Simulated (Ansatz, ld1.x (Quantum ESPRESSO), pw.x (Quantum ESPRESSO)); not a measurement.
From atom to crystal: TM potential for Hf

ld1.x (Quantum ESPRESSO) 7.5 input, shortened:

```
&input
   title='Hf', zed=72., rel=1, dft='PBE', iswitch=3,
   config='[Xe] 4f14 5d2 6s2 6p0'
 /
 &inputp
   pseudotype=2, tm=.true., lloc=0,
   nlcc=.true., rcore=1.50
 /
3
6P  2  1   0.00   0.00  3.35  3.35  0.0
5D  3  2   2.00   0.00  3.00  3.00  0.0
6S  1  0   2.00   0.00  2.60  2.60  0.0
 &test
   configts(1)='5d2 6s2 6p0'
 /
```

Atomic tests: cutoffs needed: 18 Ry and 25 Ry (the cutoffs (Ry, on a coarse ladder) from which the occupation-weighted sum of valence levels, in a spherical-Bessel basis at the reference potential, stays within 10 and 1 mRy of its value at 400 Ry); ghost test: no extra level below or beside the all-electron valence levels (p, d, s, f tested) (spherical-Bessel basis up to 400 Ry, 20 bohr box); largest excitation error: -274 meV (all-electron minus pseudo) for 5d1 6s0 6p0, out of 7 test configurations.

Crystal test: fcc Hf in pw.x 7.5, no spin, 13³ k-points, Fermi–Dirac smearing 0.01 Ry, cutoffs 50/200 Ry. The reference is all-electron LAPW (Ansatz 0.2.0) with the same functional, mesh and smearing; V0 and B0 come from Birch–Murnaghan fits to the pressures at five volumes. Errors are pseudo minus all-electron; Δ is the rms difference of the E(V) curves that follow from these fits, minima aligned, over ±6 % about the mean V0. Mesh and smearing are coarse, so the numbers serve the comparison and aren't converged zero-temperature values; the lattice is a test structure that the element need not adopt.

| V (Å³/atom) | P all-electron (GPa) | P pseudo (GPa) |
| --- | --- | --- |
| 21.547 | 5.40 | 7.25 |
| 22.114 | 2.43 | 4.01 |
| 22.681 | -0.23 | 1.11 |
| 23.248 | -2.62 | -1.49 |
| 23.815 | -4.76 | -3.83 |

All-electron: a0 = 4.490 Å (V0 = 22.63 Å³/atom), B0 = 101.6 GPa.

Pseudopotential: mean pressure error (GPa): +1.36; a0 (Å): 4.509; a0 error (%): +0.42; B0 error (%): +4.5; Δ (meV/atom): 6.6. The largest radius (3.35 bohr) exceeds half the bond length (3.00 bohr), so the spheres overlap, which is one possible source of error among others.

At the middle volume, how do free energy and pressure move when the wave cutoff is lowered (ecutrho kept at four times it)?

```
cutoff (Ry)  shift of F (meV/atom)  shift of P (GPa)
         22                  +15.5             -0.21
         30                   +2.0             +0.28
         40                   -0.7             +0.10
```

Input at the middle volume:

```
&control
  calculation='scf', prefix='x', pseudo_dir='./', outdir='./tmp', tstress=.true., disk_io='low'
/
&system
  ibrav=0, nat=1, ntyp=1, ecutwfc=50, ecutrho=200, nbnd=9,
  occupations='smearing', smearing='fd', degauss=0.01
/
&electrons
  conv_thr=1e-09, mixing_beta=0.4, electron_maxstep=70
/
ATOMIC_SPECIES
Hf 1.0 Hf.UPF
CELL_PARAMETERS angstrom
  0.00000000 2.24669474 2.24669474
  2.24669474 0.00000000 2.24669474
  2.24669474 2.24669474 0.00000000
ATOMIC_POSITIONS crystal
Hf 0.0000 0.0000 0.0000
K_POINTS automatic
13 13 13 0 0 0
```

```bash
pw.x < Hf.scf.in > Hf.scf.out
```

Lines of the output:

```
Message from routine setup:
     using ibrav=0 with symmetry is DISCOURAGED, use correct ibrav instead
     lattice parameter (alat)  =       6.0042  a.u.
     unit-cell volume          =     153.0590 (a.u.)^3
     number of electrons       =         4.00
     number of Kohn-Sham states=            9
     kinetic-energy cutoff     =      50.0000  Ry
     charge density cutoff     =     200.0000  Ry
     scf convergence threshold =      1.0E-09
     Exchange-correlation= PBE
     number of k points=    84  Fermi-Dirac smearing, width (Ry)=  0.0100
     iteration #  1     ecut=    50.00 Ry     beta= 0.40
     total energy              =     -19.36922152 Ry
     estimated scf accuracy    <       0.01632966 Ry
     iteration #  2     ecut=    50.00 Ry     beta= 0.40
     total energy              =     -19.36777981 Ry
     estimated scf accuracy    <       0.00406062 Ry
     iteration #  3     ecut=    50.00 Ry     beta= 0.40
     total energy              =     -19.36826395 Ry
     estimated scf accuracy    <       0.00003911 Ry
     iteration #  4     ecut=    50.00 Ry     beta= 0.40
     total energy              =     -19.36826936 Ry
     estimated scf accuracy    <       0.00001132 Ry
     iteration #  5     ecut=    50.00 Ry     beta= 0.40
     total energy              =     -19.36827089 Ry
     estimated scf accuracy    <       0.00000062 Ry
     iteration #  6     ecut=    50.00 Ry     beta= 0.40
     total energy              =     -19.36827096 Ry
     estimated scf accuracy    <       0.00000001 Ry
     iteration #  7     ecut=    50.00 Ry     beta= 0.40
     total energy              =     -19.36827096 Ry
     estimated scf accuracy    <          2.6E-09 Ry
     iteration #  8     ecut=    50.00 Ry     beta= 0.40
     the Fermi energy is     8.6957 ev
!    total energy              =     -19.36827096 Ry
     estimated scf accuracy    <          9.1E-11 Ry
     smearing contrib. (-TS)   =      -0.00654693 Ry
     The total energy is F=E-TS. E is the sum of the following terms:
     one-electron contribution =       5.40339105 Ry
     hartree contribution      =       0.00895119 Ry
     xc contribution           =     -16.13487022 Ry
     ewald contribution        =      -8.63919605 Ry
     convergence has been achieved in   8 iterations
          total   stress  (Ry/bohr**3)                   (kbar)     P=       11.08
```

The run at the middle volume (84 k-points, 8 iterations) took about 9.6 s on one core of a shared host (Neoverse-V1, 32 threads, 247 GiB, load 18).
